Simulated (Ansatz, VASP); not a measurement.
GaSb: VASP beside Ansatz

The input INCAR:

```
ALGO = Normal ; EDIFF = 1E-6
ENCUT = 520 ; GGA = PE
ISIF = 2 ; ISMEAR = 0
LASPH = T ; LCHARG = F
LREAL = F ; LWAVE = F
NBANDS = 16 ; NELM = 100
PREC = Accurate ; SIGMA = 0.014
```

KPOINTS

```
k-points
0
Gamma
  8 8 8
```

Contents of POSCAR:

```
GaSb
1.0
    0.0000000000      3.0590000000      3.0590000000
    3.0590000000      0.0000000000      3.0590000000
    3.0590000000      3.0590000000      0.0000000000
Sb Ga
1 1
Direct
    0.7500000000      0.7500000000      0.7500000000
    0.0000000000      0.0000000000      0.0000000000
```

File input.yaml:

```yaml
crystal:
  lattice:
    - [0.0, 3.059, 3.059]
    - [3.059, 0.0, 3.059]
    - [3.059, 3.059, 0.0]
  atoms:
    - { symbol: Sb, position: [0.75, 0.75, 0.75] }
    - { symbol: Ga, position: [0.0, 0.0, 0.0] }
hamiltonian:
  xc: pbe
  pseudopotentials: { kind: paw }
kpoints:
  mp_grid: { grid: [8, 8, 8] }
scf:
  occupations: { method: gaussian, width: 0.014 }
output:
  forces: true
  stress: true
  eigenvalues: true
```

Alike in both runs: task single point; functional PBE; k mesh 8 × 8 × 8; occupations gaussian, width 0.014 eV; no spin polarisation.

|  | VASP | Ansatz |
| --- | --- | --- |
| version | VASP 6.6.1 | Ansatz 0.2.0 |
| potentials or method | VASP PAW PBE potentials, release 64 (Sb, Ga_d) | Ansatz PAW |
| plane-wave cutoff (eV) | 520 | 420 |
| valence electrons in the cell | 18 | 28 |

|  | VASP | Ansatz | Ansatz less VASP |
| --- | --- | --- | --- |
| gap on the k mesh at the Fermi level (eV) | 0.04 | 0.03 | -0.002 |
| least direct gap on the mesh (eV) | 0.04 | 0.03 | -0.002 |
| pressure (GPa) | 2.4 | 2.3 | -0.07 |

With one functional, cell and mesh, what is left measures potentials, basis and numerics. The two sets of potentials don't hold the same shells in valence.

Caveats: spin-orbit coupling is left out, which moves the levels of the heavy elements.
